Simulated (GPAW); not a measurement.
**LiF (Griceite): G0W0 on several meshes in GPAW**

Aim: the GW shift of LiF (Griceite) against the k mesh.

Method: PBE and many-body steps on it, plane waves, in GPAW 26.7.0.

### 1. The structure

The structure is cubic, space group Fm-3m (No. 225). The conventional cell has a = 4.028 Å, b = 4.028 Å, c = 4.028 Å, α = 90.00°, β = 90.00°, γ = 90.00°. Li has 6 F at 2.01 Å nearest. Nearest to F lie 6 Li at 2.01 Å. Farther neighbours and most contacts between anions are not listed.

Coordinates:

```
Li F
1.0
     0.00000    2.01400    2.01400
     2.01400    0.00000    2.01400
     2.01400    2.01400    0.00000
Li F
1 1
Direct
  0.00000 0.00000 0.00000
  0.50000 0.50000 0.50000
```

The cell and positions come from the Crystallography Open Database and are kept as given unless a step says otherwise.

### 2. Empty states on the mesh, 8×8×8 mesh, 252 bands

This step: GPAW 26.7.0; DFT, PBE, plane waves, PAW.

The sums over transitions need many empty states on a uniform mesh; this step solves for them.

Input file run.py:

```python
import json
import numpy as np
from gpaw.mpi import world
from gpaw import GPAW

calc = GPAW('gs.gpw').fixed_density(kpts={'size': (8, 8, 8), 'gamma': True},
    parallel={'domain': 1, 'band': 1},
    txt='nscf.txt')
calc.diagonalize_full_hamiltonian(nbands=252)
calc.write('full.gpw', mode='all')
res = {}
kpts = calc.get_ibz_k_points()
res['kpts'] = kpts
res['eigenvalues'] = [calc.get_eigenvalues(kpt=k) for k in range(len(kpts))]
res['n_electrons'] = calc.get_number_of_electrons()

if world.rank == 0:
    with open('result.json', 'w') as f:
        json.dump(res, f, default=lambda x: x.tolist())
```

Launch:

```
$ mpirun -n 4 gpaw python run.py
```

Numbers of over 12 decimals in the logs are rounded to 6 here.

The program printed:

```text
Diagonalizing LCAO Hamiltonian
Converting LCAO to pw mode
convergence criteria:
- Maximum integral of absolute [eigenst]ate change: 4e-08 eV^2 / valence electron
maximum number of iterations: 100

SCF iterations
|iter     |     time |      energy | eigst |  dens |
|iter:   1|  |             | +2.04 |       |
|iter:   2|  |             | +0.09 |       |
|iter:   3|  |             | -1.86 |       |
|iter:   4|  |             | -3.94 |       |
|iter:   5|  |             | -5.72 |       |
|iter:   6|  |             | -7.37 |       |
|iter:   7|  |             | -8.73c|       |
SCF steps: 7
  __  _  _
 | _ |_)|_||  |
 |__||  | ||/\| - 26.7.0

Input parameters:
  mode=PW(ecut=600.0),
  convergence={'density': 1e-06, 'bands': -3},
  gpts=array([18, 18, 18]),
  kpts=MonkhorstPack(size=(8, 8, 8), gamma=True),
  maxiter=100,
  nbands=11,
  occupations=Occupations(name='fermi-dirac', width=0.001, fixmagmom=False),
  parallel={'domain': 1, 'band': 1},
  xc=XC(name='PBE')
Matrix size: 560x560
# Writing to full.gpw (mode='all')
  [... matrices ...]

timing:  # [seconds]
  Total: 1.549  # ━━━━━━━━━━━━━━━━━━━━━━━━━━━━━━━━━━━━━━━━━━━━━━━━━━━━━━━━━━━
```

The job ended after 5.3 s (4 MPI ranks of AMD EPYC 9R14 (Zen 4), shared host; peak memory 0.73 GiB).

Numbers from this step:

| Property | Result |
| --- | --- |
| gap | 9.070 eV |
| k of the valence top | 0, 0, 0 |
| k of the conduction bottom | 0, 0, 0 |
| least direct gap | 9.070 eV |
| k points computed | 29 |
| lowest point of the top converged band, above the valence top | 329.0016 eV |

On this mesh the gap is 9.070 eV.

### 3. 8×8×8

Now the one-shot GW correction: screening in the RPA, then the self-energy of the levels asked for.

This step: G0W0 on PBE, plane waves, PAW.

Input file run.py:

```python
import json
import numpy as np
from gpaw.mpi import world
from gpaw.response.g0w0 import G0W0

gw = G0W0('full.gpw',
    filename='gw',
    kpts=[0],
    bands=(2, 6),
    ecut=210,
    nbands=112,
    integrate_gamma='WS',
    ppa=True)
gw.calculate()
res = {mode: {k: v for k, v in r.items() if k != 'sigma_eskwn'}
       for mode, r in gw.all_results.items()}

if world.rank == 0:
    with open('result.json', 'w') as f:
        json.dump(res, f, default=lambda x: x.tolist())
```

Launch:

```
$ mpirun -n 4 gpaw python run.py
```

The program printed:

```text
Using integrator: PointIntegrator
FrequencyGridDescriptor(from 0.000+0.000j to 0.000+27.211j eV, 2 points)
Nonperiodic BCs:  [False False False]
Using integrator: PointIntegrator
FrequencyGridDescriptor(from 0.000+0.000j to 0.000+27.211j eV, 2 points)
Nonperiodic BCs:  [False False False]
  ___  _ _ _
 |   || | | |
 | | || | | |
 |__ ||_____|
 |___|

BZ k-points: Symmetries present (total): 48

  [... matrices ...]
512 k-points: 8 x 8 x 8 Monkhorst-Pack grid + [1/16,1/16,1/16]
29 k-points in the irreducible part of the Brillouin zone
       k-points in crystal coordinates                weights
   0:     0.00000000    0.00000000    0.00000000          1/512
   1:     0.12500000    0.12500000    0.00000000          6/512
   2:     0.12500000    0.12500000    0.12500000          8/512
   3:     0.25000000    0.12500000    0.12500000         12/512
   4:     0.25000000    0.25000000    0.00000000          6/512
   5:     0.25000000    0.25000000    0.12500000         24/512
   6:     0.25000000    0.25000000    0.25000000          8/512
   7:     0.37500000    0.25000000   -0.37500000         24/512
   8:     0.37500000    0.25000000    0.12500000         24/512
   9:     0.37500000    0.25000000    0.25000000         24/512
          ...
  28:     0.50000000    0.50000000    0.50000000          4/512

Distributing spins, k-points and bands (1 x 1 x 4) over 4 processes
Number of blocks: 1

Quasi particle states:
k-points (IBZ indices): [0]
Band range: (2, 6)
  [... matrices ...]
Computational parameters:
Plane wave cut-off: 210 eV
Number of bands: 112
Coulomb cutoff: None
Broadening: 0.1 eV

fxc modes: GW
Kernel: RPA
Using Godby-Needs plasmon-pole approximation:
  Fitting energy: i*E0, E0 = 1.000 Hartree
Summing all q:

Calculating screened Coulomb potential
No Coulomb truncation
FrequencyGridDescriptor(from 0.000+0.000j to 0.000+27.211j eV, 2 points)
Removing empty qpoint cache files...

Calculating chi0 body with:
    Ground state adapter containing:
    Number of spins: 1
    Number of kpoints: 512
    Number of irreducible kpoints: 29
    Number of completely occupied states: 4
    Number of partially occupied states: 4
    Occupied states memory: 0.35595703125 M / cpu

    Linear response parametrization:
    q_c: [0.0, 0.0, 0.0]
    Number of frequency points: 2
    Planewave cutoff: 210.0
    Number of bands: 112
    Number of planewaves: 113
    Broadening (eta): 1e-06
    comm.size: 4
    kncomm.size: 4
    blockcomm.size: 1

    Memory estimate of potentially large arrays:
        chi0_wGG: 0.389679 M / cpu
Integrating chi0 body.

Symmetries of q_c:
    Direct symmetries (Uq -> q): 48
    Indirect symmetries (TUq -> q): 0
In total 48 allowed symmetries.

  [... matrices ...]
29 groups of equivalent kpoints. 94.3359375% reduction.

Integral kind: response function
Integrating chi0 head and wings.

Symmetries of q_c:
    Direct symmetries (Uq -> q): 48
    Indirect symmetries (TUq -> q): 0
In total 48 allowed symmetries.

  [... matrices ...]
29 groups of equivalent kpoints. 94.3359375% reduction.

Integral kind: response function wings

Calculating chi0 body with:
    Ground state adapter containing:
    Number of spins: 1
    Number of kpoints: 512
    Number of irreducible kpoints: 29
    Number of completely occupied states: 4
    Number of partially occupied states: 4
    Occupied states memory: 0.35595703125 M / cpu

[... the further q-points ...]

Results:
f:      Occupation numbers
eps:     KS-eigenvalues [eV]
vxc:     KS vxc [eV]
exx:     Exact exchange [eV]
sigma:   Self-energies [eV]
dsigma:  Self-energy derivatives
Z:       Renormalization factors
qp:      QP-energies [eV]

k-point 0 (0): (0.000, 0.000, 0.000)                GW
band       f     eps     vxc     exx   sigma  dsigma       Z      qp
                                                                   GW
   2   1.000  -0.676 -24.228 -31.855   4.445  -0.223   0.818  -3.277
   3   1.000  -0.676 -24.228 -31.855   4.445  -0.223   0.818  -3.277
   4   0.000   8.393 -12.400  -7.510  -3.000  -0.123   0.891  10.077
   5   0.000  23.528  -9.361  -2.968  -3.846  -0.137   0.880  25.768
```

Wall time 1.9 min (4 MPI ranks); peak memory 0.86 GiB; 7.4 min of CPU time.

This step gave:

- G0W0 gap on the points computed: 13.35 eV
- least direct G0W0 gap on the computed points: 13.35 eV
- Z at the valence top: 0.8175
- Z at the conduction bottom: 0.8908
- starting gap on the mesh: 9.070 eV
- k of the valence top: 0, 0, 0
- k of the conduction bottom: 0, 0, 0

The gap on the mesh goes from 9.07 eV to 13.35 eV, a correction of +4.29 eV.

### 4. Empty states on the mesh, 6×6×6 mesh, 122 bands

This step: DFT, PBE, plane waves, PAW.

Input file run.py:

```python
import json
import numpy as np
from gpaw.mpi import world
from gpaw import GPAW

calc = GPAW('gs.gpw').fixed_density(kpts={'size': (6, 6, 6), 'gamma': True},
    parallel={'domain': 1, 'band': 1},
    txt='nscf.txt')
calc.diagonalize_full_hamiltonian(nbands=122)
calc.write('full.gpw', mode='all')
res = {}
kpts = calc.get_ibz_k_points()
res['kpts'] = kpts
res['eigenvalues'] = [calc.get_eigenvalues(kpt=k) for k in range(len(kpts))]
res['n_electrons'] = calc.get_number_of_electrons()

if world.rank == 0:
    with open('result.json', 'w') as f:
        json.dump(res, f, default=lambda x: x.tolist())
```

Launch:

```
$ mpirun -n 4 gpaw python run.py
```

The program printed:

```text
Diagonalizing LCAO Hamiltonian
Converting LCAO to pw mode
convergence criteria:
- Maximum integral of absolute [eigenst]ate change: 4e-08 eV^2 / valence electron
maximum number of iterations: 100

SCF iterations
|iter     |     time |      energy | eigst |  dens |
|iter:   1|  |             | +2.03 |       |
|iter:   2|  |             | +0.43 |       |
|iter:   3|  |             | -2.05 |       |
|iter:   4|  |             | -4.47 |       |
|iter:   5|  |             | -6.36 |       |
|iter:   6|  |             | -7.91c|       |
SCF steps: 6
  __  _  _
 | _ |_)|_||  |
 |__||  | ||/\| - 26.7.0

Input parameters:
  mode=PW(ecut=600.0),
  convergence={'density': 1e-06, 'bands': -3},
  gpts=array([18, 18, 18]),
  kpts=MonkhorstPack(size=(6, 6, 6), gamma=True),
  maxiter=100,
  nbands=11,
  occupations=Occupations(name='fermi-dirac', width=0.001, fixmagmom=False),
  parallel={'domain': 1, 'band': 1},
  xc=XC(name='PBE')
Matrix size: 554x554
# Writing to full.gpw (mode='all')
  [... matrices ...]

timing:  # [seconds]
  Total: 0.696  # ━━━━━━━━━━━━━━━━━━━━━━━━━━━━━━━━━━━━━━━━━━━━━━━━━━━━━━━━━━━
```

Elapsed: 4.8 s, on 4 MPI ranks; peak memory 0.69 GiB; 18 s of CPU time.

This step gave:

```yaml
gap: 9.070 eV
k_of_the_valence_top: 0, 0, 0
k_of_the_conduction_bottom: 0, 0, 0
least_direct_gap: 9.070 eV
k_points_computed: 16
lowest_point_of_the_top_converged_band_above_the_valence_top: 205.5787 eV
```

On this mesh the gap is 9.070 eV.

### 5. 6×6×6

This step: G0W0 on PBE, plane waves, PAW.

Input file run.py:

```python
import json
import numpy as np
from gpaw.mpi import world
from gpaw.response.g0w0 import G0W0

gw = G0W0('full.gpw',
    filename='gw',
    kpts=[0],
    bands=(2, 6),
    ecut=210,
    nbands=112,
    integrate_gamma='WS',
    ppa=True)
gw.calculate()
res = {mode: {k: v for k, v in r.items() if k != 'sigma_eskwn'}
       for mode, r in gw.all_results.items()}

if world.rank == 0:
    with open('result.json', 'w') as f:
        json.dump(res, f, default=lambda x: x.tolist())
```

Launch:

```
$ mpirun -n 4 gpaw python run.py
```

The program printed:

```text
Using integrator: PointIntegrator
FrequencyGridDescriptor(from 0.000+0.000j to 0.000+27.211j eV, 2 points)
Nonperiodic BCs:  [False False False]
Using integrator: PointIntegrator
FrequencyGridDescriptor(from 0.000+0.000j to 0.000+27.211j eV, 2 points)
Nonperiodic BCs:  [False False False]
  ___  _ _ _
 |   || | | |
 | | || | | |
 |__ ||_____|
 |___|

BZ k-points: Symmetries present (total): 48

  [... matrices ...]
216 k-points: 6 x 6 x 6 Monkhorst-Pack grid + [1/12,1/12,1/12]
16 k-points in the irreducible part of the Brillouin zone
       k-points in crystal coordinates                weights
   0:     0.00000000    0.00000000    0.00000000          1/216
   1:     0.16666667    0.16666667    0.00000000          6/216
   2:     0.16666667    0.16666667    0.16666667          8/216
[...]
9:     0.50000000    0.33333333   -0.16666667         12/216
          ...
  15:     0.50000000    0.50000000    0.50000000          4/216

Distributing spins, k-points and bands (1 x 1 x 4) over 4 processes
Number of blocks: 1

Quasi particle states:
k-points (IBZ indices): [0]
Band range: (2, 6)
  [... matrices ...]
Computational parameters:
Plane wave cut-off: 210 eV
Number of bands: 112
Coulomb cutoff: None
Broadening: 0.1 eV

fxc modes: GW
Kernel: RPA
Using Godby-Needs plasmon-pole approximation:
  Fitting energy: i*E0, E0 = 1.000 Hartree
Summing all q:

Calculating screened Coulomb potential
No Coulomb truncation
FrequencyGridDescriptor(from 0.000+0.000j to 0.000+27.211j eV, 2 points)
Removing empty qpoint cache files...

Calculating chi0 body with:
    Ground state adapter containing:
    Number of spins: 1
    Number of kpoints: 216
    Number of irreducible kpoints: 16
    Number of completely occupied states: 4
    Number of partially occupied states: 4
    Occupied states memory: 0.35595703125 M / cpu

    Linear response parametrization:
    q_c: [1.3877787807814457e-17, 1.3877787807814457e-17, 1.3877787807814457e-17]
    Number of frequency points: 2
    Planewave cutoff: 210.0
    Number of bands: 112
    Number of planewaves: 113
    Broadening (eta): 1e-06
    comm.size: 4
    kncomm.size: 4
    blockcomm.size: 1

    Memory estimate of potentially large arrays:
        chi0_wGG: 0.389679 M / cpu
Integrating chi0 body.

Symmetries of q_c:
    Direct symmetries (Uq -> q): 48
    Indirect symmetries (TUq -> q): 0
In total 48 allowed symmetries.

  [... matrices ...]
16 groups of equivalent kpoints. 92.592593% reduction.

Integral kind: response function
Integrating chi0 head and wings.

Symmetries of q_c:
    Direct symmetries (Uq -> q): 48
    Indirect symmetries (TUq -> q): 0
In total 48 allowed symmetries.

  [... matrices ...]
16 groups of equivalent kpoints. 92.592593% reduction.

Integral kind: response function wings

Calculating chi0 body with:
    Ground state adapter containing:
    Number of spins: 1
    Number of kpoints: 216
    Number of irreducible kpoints: 16
    Number of completely occupied states: 4
    Number of partially occupied states: 4
[... the further q-points ...]

Results:
f:      Occupation numbers
eps:     KS-eigenvalues [eV]
vxc:     KS vxc [eV]
exx:     Exact exchange [eV]
sigma:   Self-energies [eV]
dsigma:  Self-energy derivatives
Z:       Renormalization factors
qp:      QP-energies [eV]

k-point 0 (0): (0.000, 0.000, 0.000)                GW
band       f     eps     vxc     exx   sigma  dsigma       Z      qp
                                                                   GW
   2   1.000  -0.676 -24.228 -31.854   4.438  -0.224   0.817  -3.280
   3   1.000  -0.676 -24.228 -31.854   4.438  -0.224   0.817  -3.280
   4   0.000   8.393 -12.400  -7.509  -2.998  -0.123   0.891  10.080
   5   0.000  23.528  -9.361  -2.968  -3.835  -0.157   0.864  25.739
```

The job ended after 34 s (4 MPI ranks; peak memory 0.84 GiB).

Numbers from this step:

| Property | Result |
| --- | --- |
| G0W0 gap on the points computed | 13.36 eV |
| least direct G0W0 gap on the computed points | 13.36 eV |
| Z at the valence top | 0.8169 |
| Z at the conduction bottom | 0.8907 |
| starting gap on the mesh | 9.070 eV |
| k of the valence top | 0, 0, 0 |
| k of the conduction bottom | 0, 0, 0 |

Against G0W0 in GPAW (8×8×8 mesh, 112 bands, screening to 210 eV, Godby-Needs plasmon pole), the gap moves by +0.005 eV.

### 6. The runs together

Times are wall times on 4 MPI ranks of AMD EPYC 9R14 (Zen 4), shared host, good to a factor of about two.

| run | mesh | bands | screening cutoff (eV) | DFT gap (eV) | gap on the mesh (eV) | direct (eV) | time |
| --- | --- | --- | --- | --- | --- | --- | --- |
| 8×8×8 | 8×8×8 | 112 | 210 | 9.070 | 13.355 | 13.355 | 1.9 min |
| 6×6×6 | 6×6×6 | 112 | 210 | 9.070 | 13.360 | 13.360 | 34 s |

### 7. What came out

```json
{
  "8×8×8": "13.355 eV",
  "6×6×6": "13.360 eV",
  "known limits": "not at the basis limit"
}
```

6×6×6: +0.005 eV against 8×8×8. Bands and cutoff are finite, so the gap is not at the basis limit. The miss can reach some tenths of an eV and take either sign; the mesh is an error of its own. These stock PAW sets were not made for GW. In the G0W0 runs levels were corrected at 1 k point alone, so a gap called «on the mesh» is the least over those, and an edge elsewhere would be missed.

[Paths, hosts, dates, memory and timing lines, banners, echoed tables and standing remarks are left out of the program output.]

[Logs are printed without paths, hosts, clocks, repeated set-up lines and the standing remarks that a program may print on its own settings, such as how far it seeks lower states.]

[Runs of the session that timed out or met a known fault of the program may be left out.]

[Hosts, paths, dates, database ids (printed as entryN), source tags and the programs' standing remarks are cut or masked in the printed files.]
